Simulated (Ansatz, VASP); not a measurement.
## Zr: VASP beside Ansatz

```xyz
2
Lattice="3.2320 0.0000 0.0000 -1.6160 2.7990 0.0000 0.0000 0.0000 5.1470" Properties=species:S:1:pos:R:3 pbc="T T T"
Zr    1.6160    0.9330    3.8603
Zr    0.0000    1.8660    1.2868
```

Alike in both runs: task single point; functional PBE; k mesh 4 × 4 × 2; occupations fermi-dirac, width 0.04 eV; no spin polarisation.

|  | VASP | Ansatz |
| --- | --- | --- |
| version | VASP 6.6.1 | Ansatz 0.2.0 |
| potentials or method | VASP PAW PBE potentials, release 64 (Zr_sv), cutoff 520 eV | all-electron LAPW, scalar-relativistic |

|  | VASP | Ansatz | Ansatz less VASP |
| --- | --- | --- | --- |
| gap on the k mesh at the Fermi level (eV) | none | none | - |
| pressure (GPa) | 1.1 | 1.1 | +0.01 |
| largest component of the traceless stress (GPa) | 1.39 | 1.39 | -0.006 |

A gap of «none» marks a metal or a gap that the smearing closes. Ansatz ran all-electron here, so the differences hold the error of VASP's frozen core and of both bases.

Caveats: the k mesh is coarse (spacing up to 0.61 Å⁻¹), so the values aren't converged; the k mesh is thin for a metal, which can move the energy by tens of meV per atom (Ansatz).
